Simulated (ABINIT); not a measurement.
Here is an ABINIT 10.8.3 (patched build) calculation.

run.abi

```
# Pseudopotentials
pp_dirpath "./"
pseudos "Al.GGA_PBE-JTH.xml"

# Structure
acell 3*1.0 Angstrom
rprim
     0.0000000000     2.0248050000     2.0248050000
     2.0248050000     0.0000000000     2.0248050000
     2.0248050000     2.0248050000     0.0000000000
ntypat 1
znucl 13
natom 1
typat 1
xred
     0.0000000000     0.0000000000     0.0000000000

# Plane-wave basis
ecut 15.0
pawecutdg 30.0
pawxcdev 0

# k points
kptopt 1
ngkpt 11 11 11
nshiftk 1
shiftk 0.0 0.0 0.0

# Exchange and correlation
ixc 11

# Bands and occupations
nband 6
occopt 6
tsmear 0.2 eV

# SCF cycle
nstep 100
tolvrs 1.0e-9

# Output
iomode 3
prtwf 0
prtden 0
prteig 0
prtebands 0
```

Potentials or basis: JTH PAW PBE v2.0.

The run is started by

```bash
$ abinit run.abi > log 2>&1
```

Estimate the band gap on the k mesh.

none (metal or under the smearing width).

Estimate the pressure.

-0.6 GPa.
